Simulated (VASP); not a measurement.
CF4, 40 atoms in the cell. The cell holds a amorphous, 40 atoms: a = 8.996 Å, b = 8.996 Å, c = 8.996 Å, α = 90.00°, β = 90.00°, γ = 90.00°. The cell was built by a generator and needn't be a form met in nature.

- Program: VASP 6.6.1
- Task: single point
- Functional: PBE
- Dispersion: D3(BJ)
- Potentials or basis: VASP PAW PBE potentials, release 64 (C, F)
- Cutoff: 520 eV
- k mesh: 1 × 1 × 1
- Occupations: fermi-dirac, width 0.05 eV
- Spin: no spin polarisation
- Dipole correction: no
- Further INCAR settings: LREAL = Auto; ALGO = Fast; EDIFF = 1e-06; NBANDS = 154

Potentials or basis: VASP PAW PBE potentials, release 64 (C, F).

The run is started by

```console
$ cat potpaw_PBE.64/C/POTCAR potpaw_PBE.64/F/POTCAR > POTCAR
$ mpirun -np 1 vasp_gam > vasp.out
```

Hardware: 1 thread of AMD EPYC 9R45 96-Core Processor (Zen 5) (shared host).

**Question.** Estimate the wall time of this run.

**Answer.** Run time: 91 s on 1 thread of AMD EPYC 9R45 96-Core Processor (Zen 5) (shared host), peak memory 0.63 GiB. Counts: scf iterations 17, k points 1.
